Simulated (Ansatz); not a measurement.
# Mo (Im-3m) in Ansatz: reference runs

Reference runs on Mo: the cell as given and a disturbed copy.

Everything below comes from runs of Ansatz 0.2.0. Logs are shortened: lines on timing, memory, paths and dates and some standing lists are left out, and cuts for length are marked.

## 1. The structure

It takes space group Im-3m (No. 229, cubic). Conventional cell: a = 3.168 Å, b = 3.168 Å, c = 3.168 Å, α = 90.00°, β = 90.00°, γ = 90.00°. Around Mo (site symmetry m-3m) lie 8 Mo at 2.74 Å.

## 2. Single point, PBEsol

input.yaml

```yaml
crystal:
  lattice:
    - [-1.5838089719, 1.5838089719, 1.5838089719]
    - [1.5838089719, -1.5838089719, 1.5838089719]
    - [1.5838089719, 1.5838089719, -1.5838089719]
  atoms:
    - { symbol: Mo, position: [0.0, 0.0, 0.0] }
kpoints:
  mp_grid: { grid: [12, 12, 12] }
scf:
  occupations: { method: fermi_dirac, width: 0.05 }
hamiltonian:
  xc: pbesol
  pseudopotentials: { kind: all_electron, lapw: { basis_error: 0.001 } }
output:
  forces: true
  stress: true
  eigenvalues: true
  populations: true
```

Potentials or basis: all-electron LAPW, scalar-relativistic.

Run with:

```console
$ ansatz run input.yaml --threads 1 --pin off --max-ram 3072MiB --backend cpu --events-out ev --progress --plain --runs-dir out
```

The program printed:

```text
Warning: RAYON_NUM_THREADS=1 ignored (pool sized by the plan → 1); use --threads N
Mo: projections on atomic orbitals take those of the free atom 1s2 2s2 2p6 3s2 3p6 3d10 4s2 4p6 4d5 5s1, of charge +0.00 (hamiltonian.pseudopotentials.projection_atoms)
LAPW: plane waves up to 8.078 Å⁻¹, error target 1.0e-3 eV per atom; small_component_spin mean_spin; Mo in spheres of 1.372 Å, 30 of its electrons in bands, Dirac shells [] (how accurate: hamiltonian.pseudopotentials.lapw.basis_error, Limitations)
Engine: ansatz 0.2.0, aarch64-unknown-linux-gnu
Pseudopotentials: kind: all_electron
Pseudopotential: Mo, LAPW, valence charge 30, lapw/all_electron/scalar/gaussian/Mo, Koelling and Harmon's equation, gaussian nucleus
Functional definition: PBEsol
  exchange = pbesol_x
  correlation = pbesol_c
Crystal: 1 atoms, lattice volume = 15.892 Å³
Basis set: ecut = 248.60717558162057 eV, 141 PW (Γ), exchange–correlation at level 2
Bands: 19, of which v1, the nominal top of the filled ones, is band 15 counted from 1 (14 counted from 0)
Symmetry: 48 space group operations
Space group: Im-3m (ITA 229), of the structure as read, at distance tolerance 2.5e-5 Å
k-points: 72 of 1728
Non-local potential: Mo, projectors of the file, none
Initial density: superposition of atomic densities (chi_scale 0.1, normalization cell)
Initial wavefunctions: plane waves of lowest kinetic energy (no species holds an atomic orbital)
Functional: x = pbesol(κ = 0.804, μ = 0.12345679012345678), c = pbesol(β = 0.046)
iter 1 solved again at ethr=9.44e-4 eV; its pass at ethr=1.00e-1 eV (dr2=2.83e-1 eV) is discarded
SCF iter   1: F=—  HF=-110119.999585 eV  |F-HF|=—  |Δ(HF+E_count)|=         —  Δρ=5.51e-2  dr2=2.84e-1  ethr=9.44e-4  ⟨swp⟩=2.4  Hψ=8409  notcnv=0
preconditioner: auto → Kerker (q_TF=auto, 3.033 Å⁻¹)  [metal: Δε(μ)=0.071 eV  Ē_g=8.530 eV  σ=0.050 eV  W_gap=0.34  n_scr=12 (ndim 8)  ℏωp=22.8 eV  f_vac=0.000  D(μ)=0.64/eV (n_scr^D=0)]
SCF iter   2: F=—  HF=-110119.336959 eV  |F-HF|=—  |Δ(HF+E_count)|=   6.63e-1  Δρ=2.21e-2  dr2=5.49e-2  ethr=9.44e-4  ⟨swp⟩=2.2  Hψ=4227  notcnv=0  defer=1
SCF iter   3: F=—  HF=-110119.314182 eV  |F-HF|=—  |Δ(HF+E_count)|=         —  Δρ=1.30e-2  dr2=2.25e-2  ethr=1.83e-4  ⟨swp⟩=2.0  Hψ=3917  notcnv=0
the basis was enlarged: its passes take 646.5 KiB over the memory plan, 1 of 1 planned eigensolver slots
SCF iter   4: F=—  HF=-110119.312049 eV  |F-HF|=—  |Δ(HF+E_count)|=   2.13e-3  Δρ=5.01e-3  dr2=4.30e-3  ethr=7.50e-5  ⟨swp⟩=2.0  Hψ=3792  notcnv=0
iter 5 solved again at ethr=1.00e-6 eV; its pass at ethr=1.43e-5 eV (dr2=3.00e-4 eV) is discarded
SCF iter   5: F=—  HF=-110119.312508 eV  |F-HF|=—  |Δ(HF+E_count)|=   4.59e-4  Δρ=1.35e-3  dr2=3.00e-4  ethr=1.00e-6  ⟨swp⟩=2.0  Hψ=6719  notcnv=0
SCF iter   6: F=—  HF=-110119.312502 eV  |F-HF|=—  |Δ(HF+E_count)|=   6.05e-6  Δρ=2.87e-4  dr2=6.81e-6  ethr=1.00e-6  ⟨swp⟩=2.0  Hψ=3972  notcnv=0
SCF iter   7: F=-110119.312502 eV  HF=-110119.312502 eV  |F-HF|=2.83e-8  |Δ(HF+E_count)|=   1.18e-7  Δρ=2.11e-5  dr2=2.59e-8  ethr=2.27e-8  ⟨swp⟩=2.0  Hψ=3972  notcnv=0
SCF 1 converged in 7 iterations: F = -110119.312502 eV  dr2 = 2.59e-8
SCF converged after 7 iterations
Free energy (F): -110119.312502 eV
Harris-Foulkes:  -110119.312502 eV  (|F-HF|=2.83e-8)
Internal energy: -110119.309991 eV  (E = F + TS)
E sigma→0 (E₀):  -110119.311247 eV
Entropy (-TS):   -0.002511 eV (-2.511 meV/atom)
Fermi energy:    22.821321 eV
--- Per-component energies (eV) ---
  E_band       = -4094.655671
  E_kinetic    = 114105.171484
  E_xc         = -3311.352300
  E_electrostatic = -220913.129176  (all electrons and nuclei)
  E_smearing   = -0.002511  (= −TS)
  E_closure    = 0.000000  (closes the sum)
  E_atoms      = -110107.552781  (free atoms, spherical and without spin; not in F)
  Σ components = -110119.312502   (vs F -110119.312502, Δ=0.00e0)
  Basis errors (estimates in eV, not in F): energy 2.4e-4 per atom: plane waves 2.0e-4 (1.0e-4 summed), levels above the bands 2.6e-80, relativity 2.7e-8, radial functions 3.8e-5, core shells 1.4e-7; eigenvalues (radial functions only) 2.2e-6; not estimated: angular momenta, meshes, grids; target (lapw.basis_error) 1.0e-3; muffin-tin radii Mo 1.372 Å
--- Forces (eV/Å), atoms counted from 1 ---
  atom   1  Mo     0.00000000    -0.00000000     0.00000000
  max |Σ_I F_I| component: 6.08e-31 eV/Å
--- Stress (GPa, compression-positive) ---
       -9.606447      -0.000000       0.000000
       -0.000000      -9.606447       0.000000
        0.000000       0.000000      -9.606447
  P = ⅓ Tr σ = -9.6064 GPa (-96.064 kbar)
--- Band table (eV; the first three rows and the last of 72) ---
  k-point 0: bands = ["-352.7279", "-352.7279", "-352.7279", "-194.9106", "-194.9106", "-194.8790", "-194.8790", "-194.8790", "-38.3161", "-11.6304", "-11.6304", "-11.6304", "15.6565", "21.5442", "21.5442", "21.5442", "24.4931", "24.4931", "37.5153"]
  k-point 1: bands = ["-352.7279", "-352.7279", "-352.7279", "-194.9106", "-194.9106", "-194.8790", "-194.8790", "-194.8790", "-38.2997", "-11.7261", "-11.6600", "-11.6310", "15.9553", "21.3775", "21.5125", "21.8262", "24.2620", "24.4988", "37.7269"]
  k-point 2: bands = ["-352.7279", "-352.7279", "-352.7279", "-194.9106", "-194.9106", "-194.8790", "-194.8790", "-194.8790", "-38.2548", "-11.9829", "-11.7402", "-11.6329", "16.7473", "20.9535", "21.3624", "22.6456", "23.9379", "24.5382", "38.0212"]
  k-point 71: bands = ["-352.7279", "-352.7279", "-352.7279", "-194.9106", "-194.9106", "-194.8790", "-194.8790", "-194.8790", "-37.8913", "-12.5553", "-12.5553", "-12.5553", "17.5368", "17.5368", "26.7919", "26.7919", "26.7919", "31.7550", "31.7550"]
--- Löwdin populations: 1 site ---
  site symbol       q [e]
     0     Mo     41.9300
  spilling = 0.001667 (of n_electrons = 42.000000)
```

Wall time 7.8 s (1 thread of Arm Neoverse V2, shared host); peak memory 0.26 GiB.

Results:

```yaml
Free_energy: -110119.3125 eV
Pressure: -9.6 GPa
Band_gap_on_the_k_mesh: none (metal or under the smearing width)
```

## 3. Equation of state, PBEsol

Potentials or basis: all-electron LAPW, scalar-relativistic.

No new run: the results of the series are fitted here.

What came out:

| Quantity | Value |
| --- | --- |
| Equilibrium volume | 15.32 Å³/atom |
| Bulk modulus | 283 GPa |
| Pressure derivative of the bulk modulus | 4.3 |

Energy against volume, from the lowest point:
```
volume (Å³/atom)  energy (meV/atom)
          14.938               8.52
          15.256               0.00
          15.574               3.41
          15.892              17.50
          16.209              41.17
          16.527              73.42
          16.845             113.34
```

## 4. Single point, PBEsol (cell strained at random at fixed volume)

input.yaml

```yaml
crystal:
  lattice:
    - [-1.594389, 1.591296, 1.584536]
    - [1.612386, -1.54306, 1.554296]
    - [1.606588, 1.555258, -1.536299]
  atoms:
    - { symbol: Mo, position: [-0.004893, -0.028505, -0.027978] }
kpoints:
  mp_grid: { grid: [12, 12, 12] }
scf:
  occupations: { method: fermi_dirac, width: 0.05 }
hamiltonian:
  xc: pbesol
  pseudopotentials: { kind: all_electron, lapw: { basis_error: 0.001 } }
output:
  forces: true
  stress: true
  eigenvalues: true
  populations: true
```

Run with:

```console
$ ansatz run input.yaml --threads 1 --pin off --max-ram 3072MiB --backend cpu --events-out ev --progress --plain --runs-dir out
```

Wall time 55 s (1 thread of Arm Neoverse V2, shared host); peak memory 0.88 GiB.

The run converged. Its results:

- Free energy: -110119.3003 eV
- Pressure: -9.4 GPa
- Band gap on the k mesh: none (metal or under the smearing width)

Stress tensor (GPa, compression positive):
```
-14.63  -0.80  -1.21
 -0.80  -7.18  -3.07
 -1.21  -3.07  -6.28
```

Levels at points of the mesh, in eV from the Fermi level:
```tsv
k point	band 12	band 13	band 14	band 15	band 16	band 17	band 18	band 19
(0.00, 0.00, 0.00)	-34.42	-7.17	-1.62	-1.24	-1.02	1.50	1.86	14.39
(0.00, 0.00, -0.50)	-34.45	-5.18	-3.19	1.45	1.55	2.32	4.62	11.25
(0.00, -0.50, 0.00)	-34.45	-5.18	-3.23	1.44	1.60	2.38	4.61	11.22
(0.00, -0.50, -0.50)	-34.51	-5.25	-3.40	1.78	1.97	2.22	4.92	11.59
(-0.50, 0.00, 0.00)	-34.46	-5.21	-3.55	1.46	2.07	2.61	4.58	11.20
(-0.50, 0.00, -0.50)	-34.47	-5.20	-3.18	1.49	1.62	2.24	4.74	11.48
(-0.50, -0.50, 0.00)	-34.46	-5.19	-3.16	1.49	1.57	2.24	4.72	11.41
(-0.50, -0.50, -0.50)	-35.30	-5.33	-5.26	3.65	3.96	4.27	8.50	8.96
```

## 5. Overview

```tsv
task	cell	cutoff (eV)	basis error allowed	gap on the mesh (eV)	pressure (GPa)
single point	as given	249	0.001 eV/atom	none	-9.6
equation of state	as given	-	0.0005 eV/atom	-	-
single point	cell strained at random at fixed volume	254	0.001 eV/atom	none	-9.4
```

Alike in all rows: level PBEsol; potentials or basis all-electron LAPW, scalar-relativistic; no spin polarisation; k mesh 12 × 12 × 12; smearing fermi-dirac 0.05 eV.

Compare energies only between runs with the same functional and basis.
